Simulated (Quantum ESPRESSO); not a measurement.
**SiC (Moissanite) in Quantum ESPRESSO: the effect of functional**

The system is SiC (Moissanite).

```xyz
4
Lattice="3.0760 0.0000 0.0000 -1.5380 2.6639 0.0000 0.0000 0.0000 5.0480" Properties=species:S:1:pos:R:3 pbc="T T T"
Si    1.5380    0.8880    2.5240
Si    0.0000    1.7759    0.0000
C     1.5380    0.8880    4.4675
C     0.0000    1.7759    1.9435
```

Alike in all runs:

- Program: Quantum ESPRESSO 7.5
- Task: phonons
- Cutoff: 1116 eV
- Density cutoff: 4463 eV
- k mesh: 6 × 6 × 4, shifted
- Occupations: fermi-dirac, width 0.05 eV
- Spin: no spin polarisation

Each run relaxes the cell or the atoms first.

```tsv
functional	potentials or basis	relaxed volume (Å³/atom)	dielectric constant (mean)	highest phonon frequency (cm⁻¹)
LDA	PseudoDojo 0.4.1 SR LDA standard	?	?	?
PBE	PseudoDojo 0.4.1 SR PBE standard	10.50	7.34	817
PW91	PseudoDojo 0.4.1 SR PBE standard	10.52	7.30	817
BLYP	PseudoDojo 0.4.1 SR PBE standard	10.83	7.07	800
RPBE	PseudoDojo 0.4.1 SR PBE standard	10.55	7.29	814
vdW-DF-cx	PseudoDojo 0.4.1 SR PBE standard	10.44	7.37	822
```

Q: What does the run with functional LDA give?

A: Relaxed volume 10.12 Å³/atom; dielectric constant 7.27 mean; highest phonon frequency 843 cm⁻¹.

Caveats: the potentials were made for another functional, which shifts forces and pressure (some runs).
